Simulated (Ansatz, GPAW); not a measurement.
Given: the input of a run of GPAW 26.7.0 (ASE script) on Si2Ni. 

Contents of run.py:

```python
from ase.dft.bandgap import bandgap
from ase.io import read, write
from ase.units import GPa
from gpaw import GPAW, PW

atoms = read('POSCAR')
atoms.set_initial_magnetic_moments([1.0, 0.0, 0.0])

calc = GPAW(mode=PW(600),
            xc='PBE',
            kpts={'size': (9, 9, 9), 'gamma': True},
            occupations={'name': 'methfessel-paxton', 'order': 0, 'width': 0.025},
            nbands=24,
            convergence={'density': 1e-05, 'energy': 1e-05},
            maxiter=150,
            txt='gpaw.txt')
atoms.calc = calc
energy = atoms.get_potential_energy()
forces = atoms.get_forces()
stress = atoms.get_stress()
calc.write('gs.gpw')
write('result.traj', atoms)
print(f'Energy: {energy:.6f} eV')
print('Forces (eV/A):')
print(forces.round(4))
print('Stress (GPa):', (stress / GPa).round(3))
print('Moments:', calc.get_magnetic_moments().round(3))
print('Fermi level:', round(calc.get_fermi_level(), 4), 'eV')
print(f'Gap: {bandgap(calc)[0]:.4f} eV, direct: {bandgap(calc, direct=True)[0]:.4f} eV')
```

Contents of POSCAR:

```
Si2Ni
1.0
    0.0000000000      2.7030000000      2.7030000000
    2.7030000000      0.0000000000      2.7030000000
    2.7030000000      2.7030000000      0.0000000000
Ni Si
1 2
Direct
    0.0000000000      0.0000000000      0.0000000000
    0.7500000000      0.7500000000      0.7500000000
    0.2500000000      0.2500000000      0.2500000000
```

Potentials or basis: GPAW PAW data sets (gpaw-data 1.2.1), pw.

Run with:

```console
$ OMP_NUM_THREADS=1 python run.py
```

Q: Translate it to Ansatz 0.2.0. Potentials or basis there: Ansatz PAW, cutoff 420 eV.

A: As run (cutoffs and basis follow the program's own potentials, and thresholds, step limits or extra output files can differ):

input.yaml

```yaml
crystal:
  lattice:
    - [0.0, 2.703, 2.703]
    - [2.703, 0.0, 2.703]
    - [2.703, 2.703, 0.0]
  atoms:
    - { symbol: Ni, position: [0.0, 0.0, 0.0], spin: 1.0 }
    - { symbol: Si, position: [0.75, 0.75, 0.75] }
    - { symbol: Si, position: [0.25, 0.25, 0.25] }
hamiltonian:
  xc: pbe
  pseudopotentials: { kind: paw }
magnetization:
  spin_polarized: true
kpoints:
  mp_grid: { grid: [9, 9, 9] }
scf:
  occupations: { method: gaussian, width: 0.025 }
output:
  forces: true
  stress: true
  eigenvalues: true
```

Potentials or basis: Ansatz PAW.

The run is started by

```sh
$ ansatz run input.yaml --threads 2 --pin off --max-ram 5632MiB --backend cpu --events-out ev --progress --plain --runs-dir out
```

Both were run:

|  | GPAW | Ansatz |
| --- | --- | --- |
| Pressure | 5.3 GPa | 4.0 GPa |
| Net moment | 0.00 μB per cell | 0.00 μB per cell |

Ansatz's pressure holds a Pulay term of +0.05 GPa for its cutoff of 420 eV, which the other run lacks.

The potentials hold 24 and 26 valence electrons a cell.

Where Ansatz's input types no cutoff or centring, it takes its own default and a Γ-centred mesh.

The magnetic state is the one that the start led to; the real crystal's order can differ.

Pressure is positive in compression.
